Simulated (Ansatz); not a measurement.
Runs of Ansatz 0.2.0 on MnAs. Symmetry: P6_3/mmc, No. 194, hexagonal system. The conventional cell has a = 3.710 Å, b = 3.710 Å, c = 5.691 Å, α = 90.00°, β = 90.00°, γ = 120.00°. As (site symmetry -6m2) has 6 Mn at 2.57 Å as nearest neighbours. Around Mn (site symmetry -3m) lie 6 As at 2.57 Å and 2 Mn at 2.85 Å. 

```csv
task,level,spin,cell,k mesh,cutoff (eV),smearing,points for each segment of the path,gap on the mesh (eV),pressure (GPa),moment (μB)
band structure,r2SCAN,"collinear, ferromagnetic start",as given,8 × 8 × 5,500,fermi-dirac 0.05 eV,14,none,(b),7.22
single point,PBE,"collinear, ferromagnetic start",as given,8 × 8 × 5,420,gaussian 0.012 eV,-,none,-3.4,6.30
relaxation of cell and atoms,BLYP,"collinear, ferromagnetic start",relaxed,8 × 8 × 5,420,fermi-dirac 0.05 eV,-,-,0.0,(a)
band structure,r2SCAN,"non-collinear, ferromagnetic start, SOC",as given,6 × 6 × 4,500,fermi-dirac 0.05 eV,14,none,1.0,7.08
```

Alike in all rows: potentials or basis Ansatz PAW.

Problem. Fill in the values left out.

Solution. (a) 6.26; (b) 1.8.

Caveats: the PAW data sets come from PBE, with cores solved anew for the run's functional, which leaves a small shift of forces and pressure (some runs); the magnetic or orbital state may not be the lowest (some runs); the plane-wave basis is chosen anew once the cell has moved, so the energies of steps on either side of that aren't comparable (some runs).

A k mesh can miss the band edges, and rows without SOC leave out spin-orbit coupling on As.

A gap of «none» marks a metal or a gap under the smearing width.
